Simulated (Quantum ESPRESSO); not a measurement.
Crystal: BN.

```
N B
1.0
     0.00000    1.81300    1.81300
     1.81300    0.00000    1.81300
     1.81300    1.81300    0.00000
N B
1 1
Direct
  0.25000 0.25000 0.25000
  0.00000 0.00000 0.00000
```

The cell is a database's computed one.

Base run:

- Program: Quantum ESPRESSO 7.5
- Functional: AM05
- Potentials or basis: GBRV 1.5 PBE
- Cutoff: 612 eV
- Density cutoff: 4898 eV
- k mesh: 10 × 10 × 10, shifted
- Occupations: fermi-dirac, width 0.05 eV
- Spin: no spin polarisation

Its results: pressure -6.3 GPa; electronic dielectric tensor (diagonal) 4.66.

Problem. The run is repeated on the same cell with these changes: functional from AM05 to WC. What comes out?

Solution. Pressure -5.3 GPa; electronic dielectric tensor (diagonal) 4.65.

Caveats: the potentials were made for another functional, which shifts forces and pressure; the cell is more than 3 GPa from zero pressure, which shifts response properties.
